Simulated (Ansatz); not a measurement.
# Si4O7: the cost of one run

Program: Ansatz 0.2.0. Level of theory: DFT PBEsol, scalar-relativistic, plane waves, PAW. These are calculated values, not measurements.

30 further runs of the same task are left out: 1 that didn't finish, 29 set aside as unsound or not needed.

**1. Starting point**

Symmetry: P4_12_12, No. 92, tetragonal system. The conventional cell has a = 5.028 Å, b = 5.028 Å, c = 7.009 Å, α = 90.00°, β = 90.00°, γ = 90.00°. Around Si (site symmetry 2) lie 4 O at 1.62 Å. O (site symmetry 1) is surrounded by 2 Si at 1.62 Å.

Coordinates:

```cif
data_structure
_symmetry_space_group_name_H-M 'P4_12_12'
_symmetry_Int_Tables_number 92
_cell_length_a 5.0281
_cell_length_b 5.0281
_cell_length_c 7.0089
_cell_angle_alpha 90.000
_cell_angle_beta 90.000
_cell_angle_gamma 90.000
_cell_volume 177.19
loop_
_atom_site_label
_atom_site_type_symbol
_atom_site_symmetry_multiplicity
_atom_site_Wyckoff_symbol
_atom_site_fract_x
_atom_site_fract_y
_atom_site_fract_z
_atom_site_occupancy
Si1 Si 4 a 0.29807 0.29807 0.00000 1
O1 O 8 b 0.23956 0.10195 0.17838 1
```

It is the result of an earlier relaxation at this level (volume 14.77 Å³/atom; gap on the mesh: 5.57 eV).

**2. Plan of the line**

Atoms count from 1 in the order of the input.

An atom moved over a plane that holds its own site and a neighbouring vacancy.

- path of O10 from its site (0) to the vacancy (1), 2.625 Å: 11 values from −0.125 to 1.125
- shift of O10 across the path, along a normal: 9 values from −0.900 to 0.900 Å

Nothing else is relaxed (all other atoms held at the sites of the perfect crystal). Points are written as (first, second).

**3. Grid point (0.250, 0.900 Å)**

Input file input.yaml:

```yaml
crystal:
  lattice:
    - [5.0280710683, 0.0, 0.0]
    - [0.0, 5.0280710683, 0.0]
    - [0.0, 0.0, 7.0088699743]
  atoms:
    - { symbol: Si, position: [0.2980688188, 0.2980688188, 0.0] }
    - { symbol: Si, position: [0.2019311812, 0.7980688188, 0.25] }
    - { symbol: Si, position: [0.7019311812, 0.7019311812, 0.5] }
    - { symbol: Si, position: [0.7980688188, 0.2019311812, 0.75] }
    - { symbol: O, position: [0.3980464015, 0.7395636083, 0.4283767439] }
    - { symbol: O, position: [0.7604363917, 0.8980464015, 0.6783767439] }
    - { symbol: O, position: [0.6019535985, 0.2604363917, 0.9283767439] }
    - { symbol: O, position: [0.7395636083, 0.3980464015, 0.5716232561] }
    - { symbol: O, position: [0.8980464015, 0.7604363917, 0.3216232561] }
    - { symbol: O, position: [0.2314067788, 0.5284709779, 0.220094707] }
    - { symbol: O, position: [0.1019535985, 0.2395636083, 0.8216232561] }
basis:
  ecutwfc: 420
kpoints:
  mp_grid: { grid: [4, 4, 4] }
hamiltonian:
  xc: pbesol
  pseudopotentials: { kind: paw, azcp: { folder: soft_1 } }
scf:
  occupations: { method: gaussian, width: 0.05 }
output:
  forces: true
  stress: true
  eigenvalues: true
  write_density: true
  write_potential: true
  elf: true
  volumetric_format: npy
```

Command:

```sh
$ ansatz run input.yaml --threads 4 --pin off --max-ram 8192MiB --backend cpu --events-out ev --progress --plain --runs-dir out
```

What time and memory should one allow on 4 threads of Arm Neoverse V1, shared host?

About 11 s, with a peak of 0.53 GiB.
